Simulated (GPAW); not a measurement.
Runs of GPAW 26.7.0 on ZrC. Symmetry: Fm-3m, No. 225, cubic system. Conventional cell: a = 4.730 Å, b = 4.730 Å, c = 4.730 Å, α = 90.00°, β = 90.00°, γ = 90.00°. Around Zr (site symmetry m-3m) lie 6 C at 2.37 Å. Around C (site symmetry m-3m) lie 6 Zr at 2.37 Å. 

```csv
task,level,potentials or basis,spin,k mesh,cutoff (eV),smearing,maxiter,band path,band points,spin axis theta (degrees),spin axis phi (degrees),grid spacing,mesh quality,gap on the mesh (eV),pressure (GPa)
band structure,LDA,"the program's PAW data sets (release 1.2.1) made for this functional, pw","SOC, no magnetisation",10 × 10 × 10,800,fermi-dirac 0.05 eV,150,"GXWKGLUWLK,UX",60,90,0,-,not flagged,-,-13.7
electron localisation function,AM05,"PAW data sets generated in the run's folder for this functional, pw",off,5 × 5 × 5,680,fermi-dirac 0.01 eV,150,-,-,-,-,-,coarse,none,-10.3
band structure,LDA,"the program's PAW data sets (release 1.2.1) made for this functional, pw",off,10 × 10 × 10,800,fermi-dirac 0.05 eV,150,"GXWKGLUWLK,UX",60,-,-,-,not flagged,-,-13.7
single point,HSE06,"GPAW PAW data sets (gpaw-data 1.2.1), pw",off,5 × 5 × 5,600,fermi-dirac 0.05 eV,60,-,-,-,-,-,coarse,none,-
Fermi surface,AM05,"PAW data sets generated in the run's folder for this functional, pw",off,5 × 5 × 5,680,fermi-dirac 0.01 eV,150,-,-,-,-,-,coarse,none,-10.3
density of states,LDA,"PAW data sets generated in the run's folder for this functional, pw",off,5 × 5 × 5,680,fermi-dirac 0.01 eV,150,-,-,-,-,-,coarse,none,(a)
band structure,PBE,"GPAW PAW data sets (gpaw-data 1.2.1), pw","SOC, no magnetisation",8 × 8 × 8,800,fermi-dirac 0.05 eV,150,"GXWKGLUWLK,UX",100,54.7,45,-,not flagged,-,-3.9
```

Alike in all rows: cell as given.

Task: Estimate the missing entries.

Result: (a) -14.0.

Caveats: some runs use coarse meshes; the cutoff is short for stress and forces, so pressures can be off by a GPa or more (some runs); spin-orbit coupling was added after a scalar SCF, so levels and gaps hold it while energy, forces, pressure and moments don't (some runs); this program's spin-orbit splittings come out too wide for heavy elements (some runs); the PAW data sets were made with another functional, which shifts forces and pressure a little (some runs).

A k mesh can miss the band edges, and rows without SOC leave out spin-orbit coupling on Zr.

A gap of «none» marks a metal or a gap under the smearing width.
